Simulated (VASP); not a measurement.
# SrCl2 (Fm-3m) in VASP: notebook

One crystal, SrCl2, is run at these levels: PBE, LDA, r2SCAN, HSE06; tasks: band structure, equation of state.

Program: VASP 6.6.1. These are calculated values, not measurements. Logs are shortened: lines on timing, memory, paths and dates and some standing lists are left out, and cuts for length are marked.

## 1. The crystal as given

Symmetry: Fm-3m, No. 225, cubic system. Conventional cell: a = 6.977 Å, b = 6.977 Å, c = 6.977 Å, α = 90.00°, β = 90.00°, γ = 90.00°. Around Sr (site symmetry m-3m) lie 8 Cl at 3.02 Å. Cl (site symmetry -43m) has 4 Sr at 3.02 Å as nearest neighbours.

## 2. Band structure, PBE, spin-orbit coupling, no magnetisation

INCAR reads:

```
SYSTEM = SrCl2
ALGO = Normal
EDIFF = 1E-7
ENCUT = 520
GGA = PE
GGA_COMPAT = .False.
ISIF = 2
ISMEAR = 0
KPAR = 2
LASPH = .True.
LCHARG = .False.
LORBIT = 11
LREAL = .False.
LSORBIT = .True.
LWAVE = .False.
MAGMOM = 0 0 0 0 0 0 0 0 0
NBANDS = 37
NELM = 60
PREC = Accurate
SIGMA = 0.02
```

KPOINTS reads:

```
k-points
0
Gamma
  6 6 6
  0 0 0
```

POSCAR reads:

```
SrCl2
1.0
    0.0000000000      3.4883500000      3.4883500000
    3.4883500000      0.0000000000      3.4883500000
    3.4883500000      3.4883500000      0.0000000000
Sr Cl
1 2
Direct
    0.0000000000      0.0000000000      0.0000000000
    0.7500000000      0.7500000000      0.7500000000
    0.2500000000      0.2500000000      0.2500000000
```

KPOINTS_OPT reads:

```
path GXWKGLUWLK,UX
20
line-mode
reciprocal
 0.0000000000  0.0000000000  0.0000000000  G
 0.5000000000  0.0000000000  0.5000000000  X

 0.5000000000  0.0000000000  0.5000000000  X
 0.5000000000  0.2500000000  0.7500000000  W

 0.5000000000  0.2500000000  0.7500000000  W
 0.3750000000  0.3750000000  0.7500000000  K

 0.3750000000  0.3750000000  0.7500000000  K
 0.0000000000  0.0000000000  0.0000000000  G

 0.0000000000  0.0000000000  0.0000000000  G
 0.5000000000  0.5000000000  0.5000000000  L

 0.5000000000  0.5000000000  0.5000000000  L
 0.6250000000  0.2500000000  0.6250000000  U

 0.6250000000  0.2500000000  0.6250000000  U
 0.5000000000  0.2500000000  0.7500000000  W

 0.5000000000  0.2500000000  0.7500000000  W
 0.5000000000  0.5000000000  0.5000000000  L

 0.5000000000  0.5000000000  0.5000000000  L
 0.3750000000  0.3750000000  0.7500000000  K

 0.6250000000  0.2500000000  0.6250000000  U
 0.5000000000  0.0000000000  0.5000000000  X
```

Potentials or basis: VASP PAW PBE potentials, release 64 (Sr_sv, Cl).

Started as:

```bash
$ cat potpaw_PBE.64/Sr_sv/POTCAR potpaw_PBE.64/Cl/POTCAR > POTCAR
$ mpirun -np 2 vasp_ncl > vasp.out
```

OUTCAR:

```text
SYSTEM = SrCl2
   EDIFF = 1E-7
   ENCUT = 520
   GGA = PE
   ISIF = 2
   ISMEAR = 0
   LASPH = .True.
   LORBIT = 11
   LREAL = .False.
   LSORBIT = .True.
   NELM = 60
   PREC = Accurate

 ion  position               nearest neighbor table
   1  0.000  0.000  0.000-   2 3.02   2 3.02   2 3.02   2 3.02   3 3.02   3 3.02   3 3.02   3 3.02

   2  0.750  0.750  0.750-   1 3.02   1 3.02   1 3.02   1 3.02
   3  0.250  0.250  0.250-   1 3.02   1 3.02   1 3.02   1 3.02

  LATTYP: Found a face centered cubic cell.
 ALAT       =     6.9767000000

  Lattice vectors:

 A1 = (   0.0000000000,   3.4883500000,   3.4883500000)
 A2 = (   3.4883500000,   0.0000000000,   3.4883500000)
 A3 = (   3.4883500000,   3.4883500000,   0.0000000000)

Analysis of symmetry for initial positions (statically):
=====================================================================
 Subroutine PRICEL returns:
 Original cell was already a primitive cell.

 Routine SETGRP: Setting up the symmetry group for a
 face centered cubic supercell.

 Subroutine GETGRP returns: Found 48 space group operations
 (whereof 48 operations were pure point group operations)
 out of a pool of 48 trial point group operations.

The static configuration has the point symmetry O_h .

Analysis of symmetry for dynamics (positions and initial velocities):
=====================================================================
 Subroutine PRICEL returns:
 Original cell was already a primitive cell.

 Routine SETGRP: Setting up the symmetry group for a
 face centered cubic supercell.

 Subroutine GETGRP returns: Found 48 space group operations
 (whereof 48 operations were pure point group operations)
 out of a pool of 48 trial point group operations.

The dynamic configuration has the point symmetry O_h .

Analysis of structural, dynamic, and magnetic symmetry:
=====================================================================
 Subroutine PRICEL returns:
 Original cell was already a primitive cell.

 Routine SETGRP: Setting up the symmetry group for a
 face centered cubic supercell.

 Subroutine GETGRP returns: Found 48 space group operations
 (whereof 48 operations were pure point group operations)
 out of a pool of 48 trial point group operations.

The overall configuration has the point symmetry O_h .

 Subroutine INISYM returns: Found 48 space group operations
 (whereof 48 operations are pure point group operations),
 and found     1 'primitive' translations

----------------------------------------------------------------------------------------

                                     Primitive cell

  volume of cell :      84.8966

  direct lattice vectors                    reciprocal lattice vectors
     0.000000000  3.488350000  3.488350000    -0.143334241  0.143334241  0.143334241
     3.488350000  0.000000000  3.488350000     0.143334241 -0.143334241  0.143334241
     3.488350000  3.488350000  0.000000000     0.143334241  0.143334241 -0.143334241

  length of vectors
     4.933271880  4.933271880  4.933271880     0.248262188  0.248262188  0.248262188

  position of ions in fractional coordinates (direct lattice)
     0.000000000  0.000000000  0.000000000
     0.750000000  0.750000000  0.750000000
     0.250000000  0.250000000  0.250000000

  ion indices of the primitive-cell ions
   primitive index   ion index
                 1           1
                 2           2
                 3           3

----------------------------------------------------------------------------------------

 KPOINTS: k-points

Automatic generation of k-mesh.
 Grid dimensions read from file:
 generate k-points for:    6    6    6

 Generating k-lattice:
[... 67 lines left out ...]
   EFERMI =   0.00;   METHOD = LEGACY
   ISMEAR =     0;   SIGMA  =   0.02  broadening in eV -4-tet -1-fermi 0-gaus
   EFERMI_NEDOS =   21; number of points for ismear=-14 and -15
   IALGO  =     38    algorithm
   IMIX   =      4    mixing-type and parameters
     AMIX     =   0.40;   BMIX     =  1.00
     AMIX_MAG =   1.60;   BMIX_MAG =  1.00
  volume/ion in A,a.u.               =      28.30       190.97
  Fermi-wavevector in a.u.,A,eV,Ry     =   1.074439  2.030396 15.706833  1.154420
  Thomas-Fermi vector in A             =   2.210267
   LORBIT       =     11    0 simple, 1 ext, 2 COOP (PROOUT), +10 PAW based schemes
   GGA     = PE    functional components
   LHFCALC =     F    Hartree Fock is set to
   AEXX    =    0.0000 exact exchange contribution
   IVDW    =     0    specifies the selected vdW correction
   LEPSILON=     F    determine dielectric tensor
   LRPA    =     F    only Hartree local field effects (RPA)
 Gauss-broadening in eV      SIGMA  =   0.02
  energy-cutoff  :      520.00
  volume of cell :       84.90
 maximum number of plane-waves:      4602
 NGX is ok and might be reduce to    40
   NGX = 19   NGY = 19   NGZ = 19

 number of electron      24.0000003 magnetization      -0.0000000     -0.0000000     -0.0000000

 number of electron      24.0000003 magnetization      -0.0000000      0.0000000      0.0000000

 number of electron      24.0000003 magnetization       0.0000000     -0.0000000     -0.0000000

 number of electron      24.0000003 magnetization       0.0000000      0.0000000      0.0000000

 Free energy of the ion-electron system (eV)
  ---------------------------------------------------
  ext. energy  EPLUGINS =         0.00000000
  ---------------------------------------------------
  free energy    TOTEN  =       -12.87194542 eV

  energy without entropy =      -12.87194542  energy(sigma->0) =      -12.87194542

 E-fermi :   0.3423     XC(G=0):  -8.2831

 val. band max:        0.1535705654   @ k =   0.5000   0.5000   0.0000
 cond. band min:       5.4898282145   @ k =   0.0000   0.0000   0.0000
 fundamental gap:      5.3362576491
 Fermi energy:         0.3422615359

 k-point     1 :       0.0000    0.0000    0.0000
  band No.  band energies     occupation
      1     -32.7296      1.00000
      2     -32.7296      1.00000
      3     -15.4842      1.00000
      4     -15.4842      1.00000
      5     -14.3622      1.00000
      6     -14.3622      1.00000
[... 613 lines left out ...]
     35       9.7057      0.00000
     36       9.7075      0.00000
 [bands above 36 left out]

------------------------ aborting loop because EDIFF is reached ----------------------------------------

  FORCE on cell =-STRESS in cart. coord.  units (eV):
  Direction    XX          YY          ZZ          XY          YZ          ZX
  --------------------------------------------------------------------------------------
  -------------------------------------------------------------------------------------
  Total        0.5696890      0.5696890      0.5696890      0.0000000      0.0000000     -0.0000000
  in kB       10.7512333     10.7512333     10.7512333      0.0000000      0.0000000     -0.0000000
  external PRESSURE =      10.7512333 kB  Pullay stress =       0.0000000 kB

 VOLUME and BASIS-vectors are now :
 -----------------------------------------------------------------------------
  energy-cutoff  :      520.00
  volume of cell :       84.90
      direct lattice vectors                 reciprocal lattice vectors
     0.000000000  3.488350000  3.488350000    -0.143334241  0.143334241  0.143334241
     3.488350000  0.000000000  3.488350000     0.143334241 -0.143334241  0.143334241
     3.488350000  3.488350000  0.000000000     0.143334241  0.143334241 -0.143334241

 POSITION                                       TOTAL-FORCE (eV/Angst)
 -----------------------------------------------------------------------------------
      0.00000      0.00000      0.00000        -0.000000     -0.000000     -0.000000
      5.23252      5.23252      5.23252         0.000000      0.000000      0.000000
      1.74418      1.74418      1.74418        -0.000000     -0.000000     -0.000000
 -----------------------------------------------------------------------------------
    total drift:                               -0.000000      0.000000      0.000000

  FREE ENERGIE OF THE ION-ELECTRON SYSTEM (eV)
  ---------------------------------------------------
  free  energy   TOTEN  =       -12.8719454199 eV

  energy  without entropy=      -12.8719454199  energy(sigma->0) =      -12.87194542

 Spin-Orbit-Coupling matrix elements

 Ion:    1  E_soc:     -0.1745666
 l=   1
     0.0000000    -0.0290728    -0.0290728
    -0.0290728     0.0000000    -0.0290728
    -0.0290728    -0.0290728     0.0000000
 l=   2
     0.0000000    -0.0000056     0.0000000    -0.0000056    -0.0000161
    -0.0000056     0.0000000    -0.0000120    -0.0000056    -0.0000040
     0.0000000    -0.0000120     0.0000000    -0.0000120     0.0000000
    -0.0000056    -0.0000056    -0.0000120     0.0000000    -0.0000040
    -0.0000161    -0.0000040     0.0000000    -0.0000040     0.0000000
 l=   3
     0.0000000     0.0000000     0.0000000     0.0000000     0.0000000     0.0000000     0.0000000
     0.0000000     0.0000000     0.0000000     0.0000000     0.0000000     0.0000000     0.0000000
     0.0000000     0.0000000     0.0000000     0.0000000     0.0000000     0.0000000     0.0000000
     0.0000000     0.0000000     0.0000000     0.0000000     0.0000000     0.0000000     0.0000000
[... 29 lines left out ...]
 l=   2
     0.0000000     0.0000000     0.0000000     0.0000000     0.0000000
     0.0000000     0.0000000     0.0000000     0.0000000     0.0000000
     0.0000000     0.0000000     0.0000000     0.0000000     0.0000000
     0.0000000     0.0000000     0.0000000     0.0000000     0.0000000
     0.0000000     0.0000000     0.0000000     0.0000000     0.0000000
 l=   3
     0.0000000     0.0000000     0.0000000     0.0000000     0.0000000     0.0000000     0.0000000
     0.0000000     0.0000000     0.0000000     0.0000000     0.0000000     0.0000000     0.0000000
     0.0000000     0.0000000     0.0000000     0.0000000     0.0000000     0.0000000     0.0000000
     0.0000000     0.0000000     0.0000000     0.0000000     0.0000000     0.0000000     0.0000000
     0.0000000     0.0000000     0.0000000     0.0000000     0.0000000     0.0000000     0.0000000
     0.0000000     0.0000000     0.0000000     0.0000000     0.0000000     0.0000000     0.0000000
     0.0000000     0.0000000     0.0000000     0.0000000     0.0000000     0.0000000     0.0000000

 total charge

# of ion       s       p       d       tot
------------------------------------------
    1        1.997   5.795   0.152   7.944
    2        1.592   3.586   0.000   5.178
    3        1.592   3.586   0.000   5.178
--------------------------------------------------
tot          5.181  12.967   0.152  18.300

 magnetization (x)

# of ion       s       p       d       tot
------------------------------------------
    1        0.000   0.000   0.000   0.000
    2       -0.000   0.000   0.000   0.000
    3       -0.000   0.000   0.000   0.000
--------------------------------------------------
tot         -0.000   0.000   0.000   0.000

 magnetization (y)

# of ion       s       p       d       tot
------------------------------------------
    1       -0.000   0.000   0.000  -0.000
    2        0.000   0.000   0.000   0.000
    3       -0.000   0.000   0.000  -0.000
--------------------------------------------------
tot         -0.000   0.000   0.000  -0.000

 magnetization (z)

# of ion       s       p       d       tot
------------------------------------------
    1       -0.000   0.000  -0.000  -0.000
    2       -0.000   0.000   0.000   0.000
    3       -0.000   0.000   0.000   0.000
--------------------------------------------------
tot         -0.000   0.000  -0.000   0.000
```

Wall time 8.8 min (2 MPI ranks of Intel Xeon Platinum 8259CL at 2.50GHz (Skylake/Cascade Lake), shared host); peak memory 0.51 GiB.

Results:

| Quantity | Value |
| --- | --- |
| Free energy | -12.8719 eV |
| Pressure | 1.1 GPa |
| Valence electrons inside the program's atomic spheres | Sr 7.94; Cl 5.18 |

(Continued in part 2 of 2.)
